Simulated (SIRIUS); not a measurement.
A run of SIRIUS 7.10.0 is set up as follows.

Contents of sirius.json:

```json
{
  "control": {
    "processing_unit": "cpu",
    "verbosity": 2,
    "num_bands_to_print": 15,
    "print_forces": true,
    "print_stress": true
  },
  "parameters": {
    "electronic_structure_method": "pseudopotential",
    "xc_functionals": ["XC_GGA_X_PBE", "XC_GGA_C_PBE"],
    "gk_cutoff": 9.1,
    "pw_cutoff": 18.2,
    "ngridk": [10, 10, 10],
    "shiftk": [0, 0, 0],
    "smearing": "fermi_dirac",
    "smearing_width": 0.0018374661,
    "num_bands": 15,
    "num_mag_dims": 0,
    "num_dft_iter": 100,
    "energy_tol": 1e-08,
    "density_tol": 1e-06
  },
  "iterative_solver": {
    "type": "davidson",
    "min_tolerance": 1e-09,
    "tolerance_scale": [0.1, 0.25]
  },
  "mixer": {
    "type": "anderson",
    "beta": 0.7,
    "max_history": 8
  },
  "settings": {
    "tol_ne": 1e-10,
    "pseudo_grid_cutoff": 6.5
  },
  "unit_cell": {
    "lattice_vectors": [
      [0.009583838573, 0.708525877107, 0.705619749942],
      [0.726190795551, 0.008386360456, 0.706817228059],
      [0.725328277782, 0.708860834439, 0.009248878224]
    ],
    "lattice_vectors_scale": 6.2619961304,
    "atom_coordinate_units": "lattice",
    "atom_types": ["Zr", "C"],
    "atom_files": {
      "Zr": "Zr.json",
      "C": "C.json"
    },
    "atoms": {
      "Zr": [
        [0.50288177, 0.49614933, 0.50633661]
      ],
      "C": [
        [0.99711823, 0.00385067, 0.99366339]
      ]
    }
  }
}
```

Potentials or basis: PseudoDojo 0.4.1 PBE standard (scalar relativistic).

The run is started by

```console
$ upf_to_json Zr.upf
$ upf_to_json C.upf
$ OMP_NUM_THREADS=1 sirius.scf --input=sirius.json --output=out.json --task=0
```

Task: Predict the band gap on the k mesh.

Result: None (metal or under the smearing width).

Task: Predict the pressure.

Result: 2.0 GPa.

Task: What does it give for the largest force?

Result: 0.335 eV/Å.

Stress tensor (GPa, compression positive):
```
-4.01 -1.96 -2.27
-1.96  4.54 -1.81
-2.27 -1.81  5.60
```
